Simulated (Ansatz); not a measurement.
# Ag under pressure: fit and missing row

Ag, P6_3/mmc, a = 2.903 Å, c = 9.483 Å. This isn't the element's structure at ambient conditions. Ansatz: r2SCAN, PAW, 500 eV, Γ-centred 18×18×6 mesh on 4 atoms, Gaussian smearing 0.10 eV; no spin polarisation. Cell and atoms are relaxed at each pressure, and no other structure is tried, so the rows at high pressure may lie past a change of phase.

```
V (Å³/atom) P (GPa)
     13.992    40.00
     15.149    19.99
     16.007    10.00
          ?     5.00
     16.989     2.00
     17.308     0.00
     17.670    -1.99
```

Task: Take V0 = 17.308 Å³/atom, fit the third-order Birch–Murnaghan form to the other rows, and predict the missing volume.

Result: With the Eulerian strain f = ½[(V0/V)^(2/3) − 1] and y = P/[3f(1 + 2f)^(5/2)], the form is the line y = B0 + 1.5 B0 (B0′ − 4) f. Rows (f, y): 0.07617, 122.8; 0.04644, 114.9; 0.02674, 109.4; 0.00624, 103.6; -0.00685, 100.2. Means f = 0.02975, y = 110.18; Σ(Δf)² = 0.004335, ΣΔfΔy = 1.187; the slope is their ratio. y = 102.0 + 273.8 f GPa, so B0 = 102.0 GPa and B0′ = 4 + 2 × (273.8)/(3 × 102.0) = 5.79. P = 5.00 GPa is met at f = 0.01463 (y = 106.01), so V = V0 (1 + 2f)^(−3/2) = 16.575 Å³/atom. The run gave 16.575 Å³/atom, the same to the digits shown.

Silver stiffens steadily on compression: y rises with strain in every fitted row, and B0′ = 5.79 lies above the value of 4 at which the third-order term would vanish. The probable reason is the filled 4d shell. As the atoms approach, overlap between neighbouring d shells brings a steep Pauli repulsion on top of the softer response of the sp electrons, as is typical of the noble metals. The cell shape and atom count fit a four-layer close-packed stacking with a nearly ideal axial ratio. Since such stackings share the same nearest-neighbour shell, the compressibility is probably close to that of the ordinary fcc metal.

The recovered volume at 5.00 GPa is an interpolation between fitted rows, so it supports a smooth and internally consistent equation of state over this range. It is a weaker test of B0 and B0′ separately, because errors in the two can partly compensate and y at small strain magnifies any slight error in pressure or V0. Nor does the agreement measure the functional's accuracy against experiment.
